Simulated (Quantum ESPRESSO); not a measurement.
# Pt (Fm-3m) in Quantum ESPRESSO: a series of runs

One crystal, Pt, is run at these levels: PBE; tasks: phonons.

All numbers are computed with Quantum ESPRESSO 7.5; they aren't measurements. Logs are shortened: lines on timing, memory, paths and dates and some standing lists are left out, and cuts for length are marked.

### 1 Starting point

It takes space group Fm-3m (No. 225, cubic). The conventional cell has a = 3.922 Å, b = 3.922 Å, c = 3.922 Å, α = 90.00°, β = 90.00°, γ = 90.00°. Around Pt (site symmetry m-3m) lie 12 Pt at 2.77 Å.

### 2 Phonons, PBE

File pw.in:

```
&CONTROL
  calculation = 'scf'
  prefix = 'pwscf'
  outdir = './tmp'
  pseudo_dir = './pseudo'
  tprnfor = .true.
  tstress = .true.
  disk_io = 'low'
/
&SYSTEM
  ibrav = 0
  A = 2.77313137
  nat = 1
  ntyp = 1
  ecutwfc = 45
  ecutrho = 360
  nbnd = 14
  occupations = 'smearing'
  smearing = 'mv'
  degauss = 0.01469973
/
&ELECTRONS
  conv_thr = 2d-10
  electron_maxstep = 120
  mixing_beta = 0.5
/
ATOMIC_SPECIES
Pt   195.0840 pt_pbe_v1.4.uspp.F.UPF
CELL_PARAMETERS alat
   0.0000000000    0.7071067823    0.7071067823
   0.7071067823    0.0000000000    0.7071067823
   0.7071067823    0.7071067823    0.0000000000
ATOMIC_POSITIONS alat
Pt     0.0000000000    0.0000000000    0.0000000000
K_POINTS automatic
12 12 12 0 0 0
```

File relax.in:

```
&CONTROL
  calculation = 'vc-relax'
  prefix = 'pwscf'
  outdir = './tmp'
  pseudo_dir = './pseudo'
  tprnfor = .true.
  tstress = .true.
  disk_io = 'low'
  nstep = 40
  forc_conv_thr = 0.0001
  etot_conv_thr = 1d-06
/
&SYSTEM
  ibrav = 0
  A = 2.77313137
  nat = 1
  ntyp = 1
  ecutwfc = 45
  ecutrho = 360
  nbnd = 14
  occupations = 'smearing'
  smearing = 'mv'
  degauss = 0.01469973
/
&ELECTRONS
  conv_thr = 2d-10
  electron_maxstep = 120
  mixing_beta = 0.5
/
&IONS
  ion_dynamics = 'bfgs'
/
&CELL
  cell_dynamics = 'bfgs'
  press = 0
  press_conv_thr = 0.2
/
ATOMIC_SPECIES
Pt   195.0840 pt_pbe_v1.4.uspp.F.UPF
CELL_PARAMETERS alat
   0.0000000000    0.7071067823    0.7071067823
   0.7071067823    0.0000000000    0.7071067823
   0.7071067823    0.7071067823    0.0000000000
ATOMIC_POSITIONS alat
Pt     0.0000000000    0.0000000000    0.0000000000
K_POINTS automatic
12 12 12 0 0 0
```

File scf2.in:

```
&CONTROL
  calculation = 'scf'
  prefix = 'pwscf'
  outdir = './tmp'
  pseudo_dir = './pseudo'
  tprnfor = .true.
  tstress = .true.
  disk_io = 'low'
/
&SYSTEM
  ibrav = 0
  A = 2.80256611
  nat = 1
  ntyp = 1
  ecutwfc = 45
  ecutrho = 360
  nbnd = 14
  occupations = 'smearing'
  smearing = 'mv'
  degauss = 0.01469973
/
&ELECTRONS
  conv_thr = 1d-13
  electron_maxstep = 120
  mixing_beta = 0.5
  startingpot = 'file'
  startingwfc = 'file'
/
ATOMIC_SPECIES
Pt   195.0840 pt_pbe_v1.4.uspp.F.UPF
CELL_PARAMETERS alat
   0.0000000000    0.7071067807    0.7071067807
   0.7071067807    0.0000000000    0.7071067807
   0.7071067807    0.7071067807    0.0000000000
ATOMIC_POSITIONS alat
Pt     0.0000000000    0.0000000000    0.0000000000
K_POINTS automatic
12 12 12 0 0 0
```

File ph.in:

```
phonons of Pt
&INPUTPH
  prefix = 'pwscf'
  outdir = './tmp'
  tr2_ph = 1d-18
  fildyn = 'dyn'
  niter_ph = 90
  alpha_mix(1) = 0.4
/
0.5303300859 0.5303300859 -0.0000000000
```

Potentials or basis: GBRV 1.5 PBE.

On the command line:

```console
$ OMP_NUM_THREADS=1 pw.x -in pw.in > pw.out
$ OMP_NUM_THREADS=1 pw.x -in relax.in > relax.out
$ OMP_NUM_THREADS=1 pw.x -in scf2.in > scf2.out
$ OMP_NUM_THREADS=1 ph.x -in ph.in > ph.out
```

pw.out:

```text
This program is part of the open-source Quantum ESPRESSO suite
     for quantum simulation of materials; please cite
[... 9 lines left out ...]
     --------------------
     sticks:   dense  smooth     PW     G-vecs:    dense   smooth      PW
     Sum         673     349    121                11791     4111     869

     Using Slab Decomposition

     bravais-lattice index     =            0
     lattice parameter (alat)  =       5.2405  a.u.
     unit-cell volume          =     101.7637 (a.u.)^3
     number of atoms/cell      =            1
     number of atomic types    =            1
     number of electrons       =        16.00
     number of Kohn-Sham states=           14
     kinetic-energy cutoff     =      45.0000  Ry
     charge density cutoff     =     360.0000  Ry
     scf convergence threshold =      2.0E-10
     mixing beta               =       0.5000
     number of iterations used =            8  plain     mixing
     Exchange-correlation=  SLA  PW   PBX  PBC
                           (   1   4   3   4   0   0   0)

     celldm(1)=   5.240459  celldm(2)=   0.000000  celldm(3)=   0.000000
     celldm(4)=   0.000000  celldm(5)=   0.000000  celldm(6)=   0.000000

     crystal axes: (cart. coord. in units of alat)
               a(1) = (   0.000000   0.707107   0.707107 )
               a(2) = (   0.707107   0.000000   0.707107 )
               a(3) = (   0.707107   0.707107   0.000000 )

     reciprocal axes: (cart. coord. in units 2 pi/alat)
               b(1) = ( -0.707107  0.707107  0.707107 )
               b(2) = (  0.707107 -0.707107  0.707107 )
               b(3) = (  0.707107  0.707107 -0.707107 )

     PseudoPot. # 1 for Pt read from file:
     pt_pbe_v1.4.uspp.F.UPF
     Pseudo is Ultrasoft + core correction, Zval = 16.0
     Generated by new atomic code, or converted to UPF format
     Using radial grid of  985 points,  6 beta functions with:
                l(1) =   0
                l(2) =   0
                l(3) =   1
                l(4) =   1
                l(5) =   2
                l(6) =   2
     Q(r) pseudized with  8 coefficients,  rinner =    1.300   1.300   1.300
                                                       1.300   1.300

     atomic species   valence    mass     pseudopotential
     Pt               16.00   195.08400     Pt( 1.00)

     48 Sym. Ops., with inversion, found

   Cartesian axes

     site n.     atom                  positions (alat units)
         1        Pt     tau(   1) = (   0.0000000   0.0000000   0.0000000  )

     number of k points=    72  Marzari-Vanderbilt smearing, width (Ry)=  0.0147
                       cart. coord. in units 2pi/alat
        k(    1) = (   0.0000000   0.0000000   0.0000000), wk =   0.0011574
        k(    2) = (   0.0589256   0.0589256  -0.0589256), wk =   0.0092593
        k(    3) = (   0.1178511   0.1178511  -0.1178511), wk =   0.0092593
        k(    4) = (   0.1767767   0.1767767  -0.1767767), wk =   0.0092593
        k(    5) = (   0.2357023   0.2357023  -0.2357023), wk =   0.0092593
        k(    6) = (   0.2946278   0.2946278  -0.2946278), wk =   0.0092593
[... 64 lines left out ...]
        k(   71) = (  -0.7071068   0.2357023   0.0000000), wk =   0.0138889
        k(   72) = (  -0.7071068   0.3535534   0.0000000), wk =   0.0069444

     Dense  grid:    11791 G-vectors     FFT dimensions: (  32,  32,  32)

     Smooth grid:     4111 G-vectors     FFT dimensions: (  24,  24,  24)

     Initial potential from superposition of free atoms

     starting charge      15.5000, renormalised to      16.0000

     negative rho (up, down):  1.880E-01 0.000E+00
     Starting wfcs are   12 randomized atomic wfcs +    2 random wfcs

     Self-consistent Calculation

     iteration #  1     ecut=    45.00 Ry     beta= 0.50
     Davidson diagonalization with overlap
     ethr =  1.00E-02,  avg # of iterations =  4.2

     negative rho (up, down):  1.758E-01 0.000E+00
[... 58 lines left out ...]
     iteration #  8     ecut=    45.00 Ry     beta= 0.50
     Davidson diagonalization with overlap
     ethr =  2.73E-12,  avg # of iterations =  1.5

     negative rho (up, down):  1.757E-01 0.000E+00

     End of self-consistent calculation

          k = 0.0000 0.0000 0.0000 (   531 PWs)   bands (ev):

   -29.9920 -29.9920 -29.9920  12.3448  18.7890  18.7890  18.7890  20.9490
    20.9490  37.2134  42.1703  42.1703  42.1703  47.5072

          k = 0.0589 0.0589-0.0589 (   531 PWs)   bands (ev):
[... 126 lines left out ...]
   -30.2258 -30.0874 -30.0214  14.9138  17.9288  19.0932  19.7938  20.0911
    22.1342  36.6671  39.0679  42.3196  42.3404  47.1777

          k = 0.3536 0.0000 0.0000 (   528 PWs)   bands (ev):

   -30.2214 -30.0814 -30.0814  15.1144  17.1988  19.5722  20.4446  20.4446
    21.7188  39.7488  39.7488  40.0826  41.5305  43.5510

          k = 0.4125 0.0589-0.0589 (   519 PWs)   bands (ev):
[... 66 lines left out ...]
   -30.4036 -30.2209 -30.1532  15.9341  16.4789  20.7960  21.8812  22.7724
    27.3502  29.8003  33.2277  35.5786  43.4600  46.9173

          k =-0.7071 0.0000 0.0000 (   524 PWs)   bands (ev):

   -30.4387 -30.1700 -30.1700  15.4958  15.9538  22.5905  23.0777  23.0777
    24.3527  31.4551  33.9877  33.9877  42.6911  45.9942

          k = 0.2357 0.1179 0.0000 (   520 PWs)   bands (ev):

   -30.1510 -30.0504 -30.0215  14.0693  17.9756  19.3052  19.5578  20.2616
    21.4265  38.4976  39.4362  41.8550  43.5185  46.6800

          k = 0.2946 0.1768-0.0589 (   524 PWs)   bands (ev):
[... 16 lines left out ...]
   -30.4338 -30.1226 -30.0789  15.8788  18.2248  19.2687  19.9781  22.5018
    25.3824  28.2203  37.6953  39.4566  41.1900  49.8269

          k = 0.3536 0.1179 0.0000 (   519 PWs)   bands (ev):

   -30.2483 -30.0965 -30.0666  15.3816  17.3248  19.0554  20.4403  20.6614
    22.0918  37.3349  39.0256  40.7168  42.1760  45.6636

          k = 0.4125 0.1768-0.0589 (   521 PWs)   bands (ev):
[... 66 lines left out ...]
   -30.3560 -30.2703 -30.1438  16.4719  17.1583  19.4035  21.0985  22.6167
    28.5876  29.4806  32.5693  36.4245  43.6462  49.0662

          k =-0.7071 0.1179-0.0000 (   508 PWs)   bands (ev):

   -30.4209 -30.1883 -30.1709  15.7664  16.1888  21.4261  22.1831  23.0787
    26.2023  30.7856  33.6740  34.3358  43.9183  45.8909

          k =-0.2357-0.4714 0.7071 (   512 PWs)   bands (ev):
[... 26 lines left out ...]
   -30.3221 -30.2905 -30.1452  17.1168  17.7881  18.0422  20.6590  22.5926
    27.7669  31.6581  31.7815  36.1860  44.9913  47.0324

          k =-0.7071 0.2357 0.0000 (   508 PWs)   bands (ev):

   -30.3723 -30.2380 -30.1725  16.4434  16.8856  19.5579  21.2039  23.0808
    28.6114  29.9768  32.6417  34.5953  46.0561  46.9884

          k =-0.7071 0.3536 0.0000 (   516 PWs)   bands (ev):

   -30.3054 -30.3054 -30.1734  16.9112  18.0215  18.0215  20.5748  23.0815
    29.7006  30.8697  30.8697  34.6393  47.0835  47.0835

     the Fermi energy is    22.6046 ev

!    total energy              =    -210.69514729 Ry
     estimated scf accuracy    <          9.9E-13 Ry
     smearing contrib. (-TS)   =      -0.00010940 Ry
     internal energy E=F+TS    =    -210.69503789 Ry

     The total energy is F=E-TS. E is the sum of the following terms:
     one-electron contribution =     -19.94783092 Ry
     hartree contribution      =      24.56303132 Ry
     xc contribution           =     -56.93695094 Ry
     ewald contribution        =    -158.37328736 Ry

     convergence has been achieved in   8 iterations

     negative rho (up, down):  1.757E-01 0.000E+00

     Forces acting on atoms (cartesian axes, Ry/au):

     atom    1 type  1   force =     0.00000000    0.00000000    0.00000000

     Total force =     0.000000     Total SCF correction =     0.000000

     Computing stress (Cartesian axis) and pressure

     negative rho (up, down):  1.757E-01 0.000E+00
          total   stress  (Ry/bohr**3)                   (kbar)     P=       89.05
   0.00060535  -0.00000000  -0.00000000           89.05       -0.00       -0.00
  -0.00000000   0.00060535  -0.00000000           -0.00       89.05       -0.00
  -0.00000000  -0.00000000   0.00060535           -0.00       -0.00       89.05

=------------------------------------------------------------------------------=
   JOB DONE.
=------------------------------------------------------------------------------=
```

relax.out:

```text
This program is part of the open-source Quantum ESPRESSO suite
     for quantum simulation of materials; please cite
[... 9 lines left out ...]
     --------------------
     sticks:   dense  smooth     PW     G-vecs:    dense   smooth      PW
     Sum         673     349    121                11791     4111     869
[... 2687 lines left out ...]
   0.00000909   0.00000000  -0.00000000            1.34        0.00       -0.00
   0.00000000   0.00000909   0.00000000            0.00        1.34        0.00
   0.00000000   0.00000000   0.00000909            0.00        0.00        1.34

=------------------------------------------------------------------------------=
   JOB DONE.
=------------------------------------------------------------------------------=
```

Run time: 7.2 min. Hardware: 1 thread of Intel Xeon Platinum 8559C (Emerald Rapids), shared host; peak memory 0.11 GiB.

Results:

| Item | Value |
| --- | --- |
| Free energy | -2866.6685 eV |
| Relaxed volume | 15.57 Å³/atom |
| Relaxed cell | a = 2.803 Å, b = 2.803 Å, c = 2.803 Å, α = 60.00°, β = 60.00°, γ = 60.00° |
| Space group after relaxing (to 0.05 Å) | Fm-3m (No. 225) |
| Pressure after relaxing | 0.1 GPa |
| Band gap on the k mesh | none (metal or under the smearing width) |
| Highest phonon frequency at the q point run | 198 cm⁻¹ |

Step by step:
```
step  energy change (eV)  largest force (eV/Å)  pressure (GPa)  volume (Å³)
   1              0.0000                0.0000            8.90        15.08
   2             -0.0109                0.0000           -3.32        15.77
   3             -0.0130                0.0000           -0.23        15.58
   4             -0.0131                0.0000            0.01        15.57
```

Final structure:
```
CELL_PARAMETERS angstrom
0.00000 1.98171 1.98171
1.98171 0.00000 1.98171
1.98171 1.98171 0.00000
ATOMIC_POSITIONS crystal
Pt 0.00000 0.00000 0.00000
```

Levels at points of the mesh, in eV from the Fermi level:
```
             k point  band 5  band 6  band 7  band 8  band 9  band 10  band 11  band 12
  (0.00, 0.00, 0.00)   -3.62   -3.62   -3.62   -1.57   -1.57    14.69    19.47    19.47
 (0.00, 0.00, -0.50)   -3.68   -3.68   -0.38    0.02    0.02     5.58    14.25    18.74
(0.00, -0.50, -0.50)   -6.32   -0.02    0.44    0.44    1.81     8.51    11.28    11.28
```

Phonon frequencies in cm⁻¹ (negative: imaginary):
```
              q point  frequencies
(0.375, 0.375, 0.750)  146 168 198
```

Phonon modes at q = (0.375, 0.375, 0.750) in reciprocal lattice units:
| mode | symmetry | cm⁻¹ |
| --- | --- | --- |
| 1 | B_1 | 146 |
| 2 | A_1 | 168 |
| 3 | B_2 | 198 |

Caveat: the q point doesn't lie on the k mesh, which can shift a metal's frequencies strongly unless the mesh is converged. The run has no spin-orbit coupling, so splittings on Pt are missing.

### 3 Phonons, PBE

pw.in is that of step 2.

relax.in is that of step 2.

Changes to scf2.in since step 2:

```diff
@@ -31,5 +31,5 @@
 CELL_PARAMETERS alat
-   0.0000000000    0.7071067807    0.7071067807
-   0.7071067807    0.0000000000    0.7071067807
-   0.7071067807    0.7071067807    0.0000000000
+   0.0000000000    0.7071067801    0.7071067801
+   0.7071067801    0.0000000000    0.7071067801
+   0.7071067801    0.7071067801    0.0000000000
 ATOMIC_POSITIONS alat
```

Changes to ph.in since step 2:

```diff
@@ -9,2 +9,2 @@
 /
-0.5303300859 0.5303300859 -0.0000000000
+0.3535533906 0.3535533906 0.3535533906
```

Potentials or basis: GBRV 1.5 PBE.

On the command line:

```console
$ OMP_NUM_THREADS=1 pw.x -in pw.in > pw.out
$ OMP_NUM_THREADS=1 pw.x -in relax.in > relax.out
$ OMP_NUM_THREADS=1 pw.x -in scf2.in > scf2.out
$ OMP_NUM_THREADS=1 ph.x -in ph.in > ph.out
```

pw.out:

```text
This program is part of the open-source Quantum ESPRESSO suite
     for quantum simulation of materials; please cite
[... 9 lines left out ...]
     --------------------
     sticks:   dense  smooth     PW     G-vecs:    dense   smooth      PW
     Sum         673     349    121                11791     4111     869

     Using Slab Decomposition

     bravais-lattice index     =            0
     lattice parameter (alat)  =       5.2405  a.u.
     unit-cell volume          =     101.7637 (a.u.)^3
     number of atoms/cell      =            1
     number of atomic types    =            1
     number of electrons       =        16.00
     number of Kohn-Sham states=           14
     kinetic-energy cutoff     =      45.0000  Ry
     charge density cutoff     =     360.0000  Ry
     scf convergence threshold =      2.0E-10
     mixing beta               =       0.5000
     number of iterations used =            8  plain     mixing
     Exchange-correlation=  SLA  PW   PBX  PBC
                           (   1   4   3   4   0   0   0)

     celldm(1)=   5.240459  celldm(2)=   0.000000  celldm(3)=   0.000000
     celldm(4)=   0.000000  celldm(5)=   0.000000  celldm(6)=   0.000000

     crystal axes: (cart. coord. in units of alat)
               a(1) = (   0.000000   0.707107   0.707107 )
               a(2) = (   0.707107   0.000000   0.707107 )
               a(3) = (   0.707107   0.707107   0.000000 )

     reciprocal axes: (cart. coord. in units 2 pi/alat)
               b(1) = ( -0.707107  0.707107  0.707107 )
               b(2) = (  0.707107 -0.707107  0.707107 )
               b(3) = (  0.707107  0.707107 -0.707107 )

     PseudoPot. # 1 for Pt read from file:
     pt_pbe_v1.4.uspp.F.UPF
[... 107 lines left out ...]

     Self-consistent Calculation

     iteration #  1     ecut=    45.00 Ry     beta= 0.50
     Davidson diagonalization with overlap
     ethr =  1.00E-02,  avg # of iterations =  4.2

     negative rho (up, down):  1.758E-01 0.000E+00
[... 58 lines left out ...]
     iteration #  8     ecut=    45.00 Ry     beta= 0.50
     Davidson diagonalization with overlap
     ethr =  2.73E-12,  avg # of iterations =  1.5

     negative rho (up, down):  1.757E-01 0.000E+00

     End of self-consistent calculation

          k = 0.0000 0.0000 0.0000 (   531 PWs)   bands (ev):

   -29.9920 -29.9920 -29.9920  12.3448  18.7890  18.7890  18.7890  20.9490
    20.9490  37.2134  42.1703  42.1703  42.1703  47.5072
[... 308 lines left out ...]
   -30.3560 -30.2703 -30.1438  16.4719  17.1583  19.4035  21.0985  22.6167
    28.5876  29.4806  32.5693  36.4245  43.6462  49.0662

          k =-0.7071 0.1179-0.0000 (   508 PWs)   bands (ev):

   -30.4209 -30.1883 -30.1709  15.7664  16.1888  21.4261  22.1831  23.0787
    26.2023  30.7856  33.6740  34.3358  43.9183  45.8909

          k =-0.2357-0.4714 0.7071 (   512 PWs)   bands (ev):
[... 36 lines left out ...]
   -30.3054 -30.3054 -30.1734  16.9112  18.0215  18.0215  20.5748  23.0815
    29.7006  30.8697  30.8697  34.6393  47.0835  47.0835

     the Fermi energy is    22.6046 ev

!    total energy              =    -210.69514729 Ry
     estimated scf accuracy    <          9.9E-13 Ry
     smearing contrib. (-TS)   =      -0.00010940 Ry
     internal energy E=F+TS    =    -210.69503789 Ry

     The total energy is F=E-TS. E is the sum of the following terms:
     one-electron contribution =     -19.94783091 Ry
     hartree contribution      =      24.56303131 Ry
     xc contribution           =     -56.93695094 Ry
     ewald contribution        =    -158.37328736 Ry

     convergence has been achieved in   8 iterations

     negative rho (up, down):  1.757E-01 0.000E+00

     Forces acting on atoms (cartesian axes, Ry/au):

     atom    1 type  1   force =     0.00000000    0.00000000    0.00000000

     Total force =     0.000000     Total SCF correction =     0.000000

     Computing stress (Cartesian axis) and pressure

     negative rho (up, down):  1.757E-01 0.000E+00
          total   stress  (Ry/bohr**3)                   (kbar)     P=       89.05
   0.00060535  -0.00000000  -0.00000000           89.05       -0.00       -0.00
  -0.00000000   0.00060535  -0.00000000           -0.00       89.05       -0.00
  -0.00000000  -0.00000000   0.00060535           -0.00       -0.00       89.05

=------------------------------------------------------------------------------=
   JOB DONE.
=------------------------------------------------------------------------------=
```

It took 2.6 min on 1 thread of Intel Xeon Platinum 8559C (Emerald Rapids), shared host; peak memory 0.11 GiB.

Results:

- Free energy: -2866.6685 eV
- Relaxed volume: 15.57 Å³/atom
- Relaxed cell: a = 2.803 Å, b = 2.803 Å, c = 2.803 Å, α = 60.00°, β = 60.00°, γ = 60.00°
- Space group after relaxing (to 0.05 Å): Fm-3m (No. 225)
- Pressure after relaxing: 0.1 GPa
- Band gap on the k mesh: none (metal or under the smearing width)
- Highest phonon frequency at the q point run: 187 cm⁻¹

Step by step:
| step | energy change (eV) | largest force (eV/Å) | pressure (GPa) | volume (Å³) |
| --- | --- | --- | --- | --- |
| 1 | 0.0000 | 0.0000 | 8.90 | 15.08 |
| 2 | -0.0109 | 0.0000 | -3.32 | 15.77 |
| 3 | -0.0130 | 0.0000 | -0.23 | 15.58 |
| 4 | -0.0131 | 0.0000 | 0.01 | 15.57 |

Final structure:
```yaml
crystal:
  lattice:
    - [0.00000, 1.98171, 1.98171]
    - [1.98171, 0.00000, 1.98171]
    - [1.98171, 1.98171, 0.00000]
  atoms:
    - { symbol: Pt, position: [0.00000, 0.00000, 0.00000] }
```

Phonon frequencies in cm⁻¹ (negative: imaginary):
| q point | frequencies |
| --- | --- |
| (0.500, 0.500, 0.500) | 89 89 187 |

Phonon modes at q = (0.500, 0.500, 0.500) in reciprocal lattice units:
```csv
mode,symmetry,cm⁻¹
1,E_u,89
2,E_u,89
3,A_2u,187
```

The run has no spin-orbit coupling, so splittings on Pt are missing.

[end of part 1 of 3]
